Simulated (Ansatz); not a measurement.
Start of a relaxation, clean slab, lower half held (MoP, P-6m2 (No. 187), (1 0 0) face):

```
CELL_PARAMETERS angstrom
3.17414 0.00000 0.00000
0.00000 3.20623 0.00000
0.00000 0.00000 23.47892
ATOMIC_POSITIONS crystal
Mo 0.00000 0.50000 0.36203
P 0.50000 0.00000 0.40145
Mo 0.00000 0.00000 0.48029
P 0.50000 0.50000 0.51971
Mo 0.00000 0.50000 0.59855
P 0.50000 0.00000 0.63797
```

These are results of Ansatz 0.2.0, DFT PBEsol, scalar-relativistic, plane waves, PAW, not measurements. Plane waves to 420 eV, a k mesh through Γ of 9×9×1 on the computed 6-atom cell and Gaussian smearing (0.10 eV); no spin polarisation. The cell repeats along c with a dipole correction in the vacuum.

Atoms 1, 2, 3 (counted from 1) are held. The cell is fixed. Force threshold 0.03 eV/Å.

```tsv
step	E − E_final (eV)	largest force (eV/Å)
1	0.054	1.105
2	0.001	0.147
3	0.000	0.023
4	0.000	0.024
```

Problem. What is the final structure?

Solution.
```xyz
6
Lattice="3.1741 0.0000 0.0000 0.0000 3.2062 0.0000 0.0000 0.0000 23.4789" Properties=species:S:1:pos:R:3 pbc="T T T"
Mo    0.0000    1.6031    8.5000
P     1.5871    0.0000    9.4256
Mo    0.0000    0.0000   11.2767
P     1.5871    1.6031   12.2119
Mo    0.0000    1.6031   14.0166
P     1.5871    0.0000   15.0512
```